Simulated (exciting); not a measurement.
Wanted: the native input for an exciting (release sodium) run.

| Quantity | Value |
| --- | --- |
| Task | single point |
| Functional | PBE |
| Potentials or basis | all-electron LAPW+lo, shipped species files, valence relativity iora* |
| rgkmax | 9 |
| k mesh | 7 × 7 × 9 |
| Occupations | fermi-dirac, width 0.05 eV |
| Spin | no spin polarisation |
| gmaxvr (cutoff of density and potential) | 14 1/bohr |
| lmaxapw (and lmaxmat) | 10 |
| lmaxvr | 8 |
| nempty | 10 |
| Valence relativity | iora* |
| epsengy | 1e-05 Ha |
| epspot | 1e-05 Ha |
| maxscl | 60 |
| Muffin-tin radii | As 2.0 bohr |

Crystal: As.

```
CELL_PARAMETERS angstrom
4.56640 0.00000 0.00000
-2.28320 3.95462 0.00000
0.00000 0.00000 2.83374
ATOMIC_POSITIONS crystal
As 0.33333 0.66667 0.00000
As 0.66667 0.33333 0.00000
```

The cell was built by a generator and needn't be a form met in nature.

One way to write it, as run:

input.xml

```xml
<input>
  <title>As</title>
  <structure speciespath="./" tshift="false">
    <crystal scale="1">
      <basevect>8.629245375491 0.000000000000 0.000000000000</basevect>
      <basevect>-4.314622687746 7.473148726968 0.000000000000</basevect>
      <basevect>0.000000000000 0.000000000000 5.354992508397</basevect>
    </crystal>
    <species speciesfile="As.xml" rmt="2">
      <atom coord="0.333330000000 0.666670000000 0.000000000000"/>
      <atom coord="0.666670000000 0.333330000000 0.000000000000"/>
    </species>
  </structure>
  <groundstate do="fromscratch" ngridk="7 7 9" rgkmax="9" gmaxvr="14" lmaxapw="10" lmaxmat="10" lmaxvr="8" xctype="GGA_PBE" stype="Fermi Dirac" swidth="0.00183747" nempty="10" ValenceRelativity="iora*" epsengy="1e-05" epspot="1e-05" maxscl="60" tforce="true" outputlevel="normal"/>
</input>
```

Potentials or basis: all-electron LAPW+lo, shipped species files, valence relativity iora*.

The run is started by

```console
$ OMP_NUM_THREADS=1 exciting_smp
```

Results of the run:

- Band gap on the k mesh: none (metal or under the smearing width)
- All electrons inside the program's atomic spheres: As 30.25 (radii As 2.0 bohr)

Caveat: the log's total energy holds no entropy term; the free energy is that total less TS from the occupations.

Run time: 11 min on 1 thread of Arm Neoverse V2 (shared host), peak memory 0.15 GiB.
